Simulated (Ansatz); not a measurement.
How many states can DFT+U reach in CuO (C2/c)?

All numbers are calculated (PBEsol+U, U_eff = 7.0 eV (Dudarev form) on Cu d, fully localised double counting, scalar-relativistic datasets, 420 eV, PAW set soft_2 (made for PBE), 7×7×4 mesh, Gaussian smearing of 0.05 eV) with the plane-wave PAW code Ansatz.

```yaml
crystal:
  lattice:
    - [4.68370, 0.00000, 0.00000]
    - [4.68370, 3.42260, 0.00000]
    - [-0.85003, 0.00000, 5.05787]
  atoms:
    - { symbol: Cu, position: [0.00000, 0.25000, 0.00000] }
    - { symbol: Cu, position: [0.50000, 0.75000, 0.50000] }
    - { symbol: O, position: [0.58160, 0.91840, 0.25000] }
    - { symbol: O, position: [0.41840, 0.08160, 0.75000] }
    - { symbol: Cu, position: [0.00000, 0.75000, 0.00000] }
    - { symbol: Cu, position: [0.50000, 0.25000, 0.50000] }
    - { symbol: O, position: [0.58160, 0.41840, 0.25000] }
    - { symbol: O, position: [0.41840, 0.58160, 0.75000] }
```

The structure is that of a cell as deposited in COD, unrelaxed. The cell shown is twice the primitive one, so that more magnetic patterns fit.

Cell and atoms stay fixed, and the cell was started in 17 ways, of which 1 didn't converge and is left out, without spin–orbit coupling. The starts were built for 9 d electrons on Cu, a formal count that the converged states needn't keep. Starting moments of the plain starts: Cu1 1.00; Cu2 1.00; Cu5 1.00; Cu6 1.00 μB (atoms counted from 1).

Energies count from the lowest free state found; constrained states (a lock kept on the moments, or spin off) can lie above or below free ones. A natural orbital (eigenvector of a shell's occupation matrix) is counted as filled above 0.75 (0.9 in a metal) and as partly filled from 0.35 up to that; ↑ and ↓ are the spin channels.

| state | reached from | ΔE (meV/atom) | gap (eV) | P (GPa) | cell spin moment (μB) | site spin moments (μB) | shell filling | Hubbard energy (eV/cell) | flags |
| --- | --- | --- | --- | --- | --- | --- | --- | --- | --- |
| 1 | ferrimagnetic site moments held at Cu1 0.64; Cu2 -0.26; Cu5 0.64; Cu6 -0.26 μB at first, then free; antiferromagnetic start, free; antiferromagnetic site moments held at Cu1 0.64; Cu2 -0.64; Cu5 0.64; Cu6 -0.64 μB at first, then free | 0.0 | 0.64 | 0.3 | 0.00 | Cu 0.58, -0.58 (signs +−+−) | Cu 5↑ 4↓(+1 partly), 9.38 e; Cu 4↑(+1 partly) 5↓, 9.38 e | 4.28 | – |
| 2 | antiferromagnetic directions held (constrained) | 0.0 | 0.64 | 0.3 | 0.00 | Cu 0.58, -0.58 (signs +−+−) | Cu 5↑ 4↓(+1 partly), 9.38 e; Cu 4↑(+1 partly) 5↓, 9.38 e | 4.28 | – |
| 3 | total moment held at first, then free, 2.00 μB per cell; ferromagnetic start, free, natural orbitals of the symmetric run filled by rank; ferromagnetic start, free, symmetry kept, no search; 1 more | 31.1 | 0.03 | 1.0 | 4.00 | Cu 0.64; O 0.32 | Cu 5↑ 4↓(+1 partly), 9.35 e | 4.12 | – |
| 4 | site moments held at Cu1 0.68; Cu2 0.68; Cu5 0.68; Cu6 0.68 μB (constrained) | 33.0 | 0.30 | – | 4.00 | Cu 0.68; O 0.30 | Cu 5↑ 4↓(+1 partly), 9.33 e | 4.05 | – |
| 5 | ferrimagnetic site moments held at Cu1 0.64; Cu2 -0.32; Cu5 0.64; Cu6 -0.32 μB (constrained) | 38.4 | metal | – | 0.33 | Cu 0.64, -0.31 (signs +−+−) | Cu 5↑ 4↓(+1 partly), 9.35 e; Cu 4↑(+1 partly) 5↓, 9.50 e | 4.47 | – |
| 6 | total moment locked, 3.60 μB per cell (constrained) | 40.2 | metal | 1.0 | 3.60 | Cu 0.58; O 0.29 | Cu 5↑ 4↓(+1 partly), 9.39 e | 4.35 | – |
| 7 | site moments held at Cu1 0.52; Cu2 0.52; Cu5 0.52; Cu6 0.52 μB (constrained) | 46.1 | metal | – | 3.61 | Cu 0.52; O 0.33 | Cu 5↑ 4↓(+1 partly), 9.42 e | 4.42 | – |
| 8 | total moment locked, 2.00 μB per cell (constrained) | 83.7 | metal | 1.1 | 2.00 | Cu 0.34; O 0.15 | Cu 5↑ 4↓(+1 partly), 9.50 e | 4.97 | – |
| 9 | total moment locked, 1.00 μB per cell (constrained) | 97.5 | metal | 1.0 | 1.00 | Cu 0.17; O 0.07 | Cu 4↑(+1 partly) 4↓(+1 partly), 9.54 e | 5.14 | – |
| 10 | no spin polarisation | 101.7 | metal | 1.1 | 0.00 | under 0.05 | Cu 4 filled, 1 partly in each spin, 9.56 e | 5.20 | – |
| 11 | total moment locked at zero, no site moments, 0.00 μB per cell (constrained) | 101.7 | metal | 1.1 | 0.00 | under 0.05 | Cu 4↑(+1 partly) 4↓(+1 partly), 9.56 e | 5.20 | – |

The lowest free state (state 1) has a gap of 0.64 eV. Its natural occupations are Cu1 spin up: 0.98 0.99 1.00 1.00 1.00; Cu1 spin down: 0.44 0.98 1.00 1.00 1.00; Cu2 spin up: 0.44 0.98 1.00 1.00 1.00; Cu2 spin down: 0.98 0.99 1.00 1.00 1.00. Since all bands are wholly filled or empty, the fractional occupations (0.44) come from mixing of the shell with the neighbours' orbitals (covalency), not from partly filled bands.

State 3 lies 31.1 meV/atom higher, or 0.25 eV per cell. It has a gap of 0.03 eV (close to the smearing width); natural occupations Cu1 spin up: 0.99 0.99 1.00 1.00 1.00; Cu1 spin down: 0.41 0.98 1.00 1.00 1.00; Cu2 spin up: 0.99 0.99 1.00 1.00 1.00; Cu2 spin down: 0.41 0.98 1.00 1.00 1.00. They differ in magnetic order (signs of the magnetic ions' moments, up to an overall flip, +−+− in state 1, ++++ in state 3). With J = 0 the Hubbard energy is (U/2) Σ λ(1 − λ), a penalty on fractional natural occupations. The sums Σ λ(1 − λ) over the cell's shells are 1.22 for state 1 and 1.18 for state 3, which at U/2 = 3.50 eV give 4.28 and 4.12 eV per cell. Of the difference of 0.25 eV per cell, the Hubbard term gives -0.16 eV and all other terms 0.41 eV, so the other terms decide the order against the Hubbard term. The other terms are taken on each state's own density, so they aren't the result of a run without U.

A still lower state can't be excluded. For metallic states the mesh is coarse, so energy differences carry some meV/atom. U is one value of a scan, not fitted to this compound, so the states needn't resemble the real material's. Stress under a held lock on site moments or directions isn't converged. A gap on the mesh alone may shrink between mesh points.
